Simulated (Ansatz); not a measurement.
Stability checks on a candidate for CdS

It was relaxed at this level from a Materials Project cell.

Computed with DFT PBE, scalar-relativistic, plane waves, PAW (Ansatz). The final run on the 2-atom cell used 420 eV, a Γ-centred 12×12×12 mesh, 0.01 eV smearing and no spin polarisation.

```
Cd S
1.0
     0.00000    2.74750    2.74750
     2.74750    0.00000    2.74750
     2.74750    2.74750    0.00000
Cd S
1 1
Direct
  0.00000 0.00000 0.00000
  0.50000 0.50000 0.50000
```

Energies over the elements count from the elements' standard structures at the same level, with no fitted energy shifts.

**Question.** These tests were run: energy against the elements; phonons at Γ. What do they show?

**Answer.**

| test | result |
| --- | --- |
| energy against the elements | −0.524 eV/atom |
| phonons at Γ | lowest optical mode 119 cm⁻¹ |

It fails none of these tests. Competing phases weren't compared here. Phonons away from Γ weren't computed.

The reference form of S is held partly by dispersion forces, which this level lacks. The run for the phonons used a 12×12×12 k mesh. Another cell of CdS relaxed alike, in P6_3mc (a cell as deposited in COD), lies 136 meV/atom lower, so this cell isn't the stable form at this level.
